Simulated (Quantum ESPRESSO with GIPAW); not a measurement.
# GaN: how strain moves the 15N line

GIPAW runs (PBEsol, plane-wave PAW from pslibrary 1.0.0 recipes, cutoffs 70 and 420 Ry, one 11×11×11 mesh for all shielding runs; Quantum ESPRESSO with GIPAW, a patched development version; no spin-orbit coupling, no macroscopic shape term) on GaN, space group F-43m before straining. The cell below is strained along the z axis of the cell given, with the other two held, and the atoms were let relax in pw.x at each strain but kept their fractional coordinates.

```
Ga N
1.0
     0.00000    2.25350    2.25350
     2.25350    0.00000    2.25350
     2.25350    2.25350    0.00000
Ga N
1 1
Direct
  0.00000 0.00000 0.00000
  0.75000 0.75000 0.75000
```

The cell is a computed entry of the Materials Project; it need not be the form that is stable at ambient conditions.

The bonds are those of N (atom 2; bound to Ga4). One row is withheld.

| strain (%) | mean bond (Å) | σ_iso Ga (ppm) | σ_iso N (ppm) | span N (ppm) |
| --- | --- | --- | --- | --- |
| -2 | 1.9387 | 1301.60 | 108.22 | 7.5 |
| -1.5 | 1.9419 | ? | ? | ? |
| -1 | 1.9451 | 1309.01 | 103.59 | 3.7 |
| 0 | 1.9516 | 1316.50 | 98.67 | 0.0 |
| +0.5 | 1.9548 | 1320.26 | 96.09 | 1.8 |
| +1 | 1.9581 | 1324.03 | 93.42 | 3.7 |
| +2 | 1.9647 | 1331.59 | 87.83 | 7.3 |

**Task.** Fit σ_iso of N against strain, judge whether a straight line is enough, and predict the withheld row at -1.5 %.

1. With n = 6: Σx = 0.500, Σy = 587.82, Σx² = 10.2500, Σxy = -2.905.

2. Slope b = (nΣxy − ΣxΣy)/(nΣx² − (Σx)²) = -5.08 ppm per %, intercept a = (Σy − bΣx)/n = 98.39 ppm.

3. Residuals (run less line), in the order of the table: -0.34, +0.11, +0.28, +0.24, +0.11, -0.40 ppm. They bend in one sense; the largest is 1.9 % of the range of σ, so a line serves for most purposes and a parabola takes up the rest: σ = 98.67 − 5.095 x − 0.162 x², with residuals of 0.01 ppm or less.

4. At -1.5 % (inside the fitted range) the line gives 106.02 ppm and the parabola 105.95 ppm.

5. The run gives:

| strain (%) | mean bond (Å) | σ_iso Ga (ppm) | σ_iso N (ppm) | span N (ppm) |
| --- | --- | --- | --- | --- |
| -1.5 | 1.9419 | 1305.31 | 105.95 | 5.6 |

Prediction less run: the line misses by +0.07 ppm, the parabola hits it to the digits shown. By the parabola, a strain of +1 % changes σ of N by -5.26 ppm and one of −1 % by +4.93 ppm; the mean slope is -5.08 ppm per %, or 7.8 ppm for 0.01 Å of mean bond length. The shift moves the opposite way, scaled by the slope of a reference line. Over the table σ of Ga goes from 1301.60 to 1331.59 ppm. Zero strain is the database's lattice, not this functional's rest cell, and neither cutoff nor mesh was tested for the slopes. The omitted shape term, common to all sites, changes with strain too. This build of gipaw.x prints that it is not audited and that its numbers are no references by themselves. pw.x warned of eigenvalues not converged in some cycles of these runs, which then met the threshold.

[Banner, clock, file and message-heading lines were taken out of the pw.x and gipaw.x logs.]

[Logs are printed without paths, hosts, clocks, repeated set-up lines and the standing remarks that a program may print on its own settings, such as how far it seeks lower states.]

[Hosts, paths, dates, database ids (printed as entryN), source tags and the programs' standing remarks are cut or masked in the printed files.]
